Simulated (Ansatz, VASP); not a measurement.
## Na: VASP beside Ansatz

```xyz
1
Lattice="-2.1266 2.1266 2.1266 2.1266 -2.1266 2.1266 2.1266 2.1266 -2.1266" Properties=species:S:1:pos:R:3 pbc="T T T"
Na    0.0000    0.0000    0.0000
```

Change from the starting cell: volume scaled by 0.98.

Alike in both runs: task single point; functional PBEsol; k mesh 9 × 9 × 9; occupations fermi-dirac, width 0.05 eV; no spin polarisation.

|  | VASP | Ansatz |
| --- | --- | --- |
| version | VASP 6.6.1 | Ansatz 0.2.0 |
| potentials or method | VASP PAW PBE potentials, release 64 (Na_pv), cutoff 520 eV | all-electron LAPW, scalar-relativistic |

```csv
,VASP,Ansatz,Ansatz less VASP
gap on the k mesh at the Fermi level (eV),none,none,-
pressure (GPa),-0.4,-0.4,+0.01
```

A gap of «none» marks a metal or a gap that the smearing closes. Ansatz ran all-electron here, so the differences hold the error of VASP's frozen core and of both bases.

Caveats: the PAW data sets were made with another functional, which shifts forces and pressure a little (VASP).
